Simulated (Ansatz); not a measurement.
# Te2Mo: the cost of one run

Method: DFT PBE, scalar-relativistic, plane waves, PAW, in Ansatz 0.2.0.

16 further runs of the same task are left out: 16 set aside as unsound or not needed.

## Step 1: The system as given

It takes space group P-6m2 (No. 187, hexagonal). The conventional cell has a = 3.555 Å, b = 3.555 Å, c = 17.518 Å, α = 90.00°, β = 90.00°, γ = 120.00°. Around Te (site symmetry 3m) lie 3 Mo at 2.74 Å. Mo (site symmetry -6m2) has 6 Te at 2.74 Å as nearest neighbours.

Coordinates:

```cif
data_structure
_symmetry_space_group_name_H-M 'P-6m2'
_symmetry_Int_Tables_number 187
_cell_length_a 3.5550
_cell_length_b 3.5550
_cell_length_c 17.5183
_cell_angle_alpha 90.000
_cell_angle_beta 90.000
_cell_angle_gamma 120.000
_cell_volume 191.73
loop_
_atom_site_label
_atom_site_type_symbol
_atom_site_symmetry_multiplicity
_atom_site_Wyckoff_symbol
_atom_site_fract_x
_atom_site_fract_y
_atom_site_fract_z
_atom_site_occupancy
Te1 Te 2 h 0.33333 0.66667 0.89680 1
Mo1 Mo 1 a 0.00000 0.00000 0.00000 1
```

It goes back to an entry of the Materials Project, which need not be the stable form.

This cell was relaxed beforehand with the same method: volume 63.91 Å³/atom, gap on the mesh 1.08 eV.

## Step 2: The scan

The energy is mapped over the lattice constants a and c of the conventional cell.

The axes are (1) lattice constant a (and b): 7 values from 3.306 to 3.804 Å; (2) lattice constant c: 7 values from 16.642 to 18.394 Å.

Nothing else is relaxed (fractional coordinates fixed). Energies count from the relaxed crystal. Points are written as (first, second).

## Step 3: Point (3.804 Å, 16.642 Å)

input.yaml

```yaml
crystal:
  lattice:
    - [3.8038, 0.0, 0.0]
    - [-1.9019, 3.2941874309, 0.0]
    - [0.0, 0.0, 16.6424]
  atoms:
    - { symbol: Te, position: [0.3333333333, 0.6666666667, 0.89679699] }
    - { symbol: Te, position: [0.3333333333, 0.6666666667, 0.10320301] }
    - { symbol: Mo, position: [0.0, 0.0, 0.0] }
basis:
  ecutwfc: 420
kpoints:
  mp_grid: { grid: [9, 9, 2] }
hamiltonian:
  xc: pbe
  pseudopotentials: { kind: paw, azcp: { folder: soft_1 } }
scf:
  occupations: { method: gaussian, width: 0.05 }
output:
  forces: true
  stress: true
  eigenvalues: true
```

On the command line:

```sh
ansatz run input.yaml --threads 1 --pin off --max-ram 2048MiB --backend cpu --events-out ev --progress --plain --runs-dir out
```

**Question.** How long does this run take on 1 thread of Arm Neoverse N1, shared host, and how much memory does it need?

About 23 s, with a peak of 0.43 GiB.
